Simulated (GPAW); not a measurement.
Input of a GPAW 26.7.0 run:

Contents of run.py:

```python
from ase import Atoms
from ase.dft.bandgap import bandgap
from ase.io import write
from ase.units import GPa
from gpaw import GPAW, PW

atoms = Atoms(['As', 'As', 'As', 'As'],
              cell=[[1.825, -5.5, 0.0],
                    [1.825, 5.5, 0.0],
                    [0.0, 0.0, 4.47]],
              scaled_positions=[[0.39, 0.61, 0.56],
                                [0.89, 0.11, 0.94],
                                [0.61, 0.39, 0.44],
                                [0.11, 0.89, 0.06]],
              pbc=True)

calc = GPAW(mode=PW(600),
            xc='MGGA_X_R2SCAN+MGGA_C_R2SCAN',
            kpts={'size': (6, 6, 5), 'gamma': True},
            occupations={'name': 'fermi-dirac', 'width': 0.05},
            nbands=21,
            convergence={'density': 1e-05, 'energy': 1e-05},
            maxiter=150,
            txt='gpaw.txt')
atoms.calc = calc
energy = atoms.get_potential_energy()
forces = atoms.get_forces()
stress = atoms.get_stress()
calc.write('gs.gpw')
write('result.traj', atoms)
print(f'Energy: {energy:.6f} eV')
print('Forces (eV/A):')
print(forces.round(4))
print('Stress (GPa):', (stress / GPa).round(3))
print('Fermi level:', round(calc.get_fermi_level(), 4), 'eV')
print(f'Gap: {bandgap(calc)[0]:.4f} eV, direct: {bandgap(calc, direct=True)[0]:.4f} eV')

path = atoms.cell.bandpath('GXSRAZGYX1A1TY,ZT', npoints=60, eps=1e-4)
bs_calc = calc.fixed_density(kpts=path, symmetry='off', nbands=37,
                             convergence={'bands': 'CBM+6.0', 'eigenstates': 1e-6}, txt='bands.txt')
bs = bs_calc.band_structure()
bs.write('bs.json')
print(f'Gap on the path: {bandgap(bs_calc)[0]:.4f} eV')
```

Potentials or basis: GPAW PAW data sets (gpaw-data 1.2.1), pw.

Launch:

```sh
$ OMP_NUM_THREADS=1 python run.py
```

(1) Estimate the band gap along the path.

(2) Predict the pressure.

(3) What does it give for the largest force?

## Answers

(1) none (metal or under the smearing width).

(2) 1.3 GPa.

(3) 0.397 eV/Å.

Caveat: the PAW data sets were made with another functional, which shifts forces and pressure a little; the program warned that so skewed a cell can give wrong results.
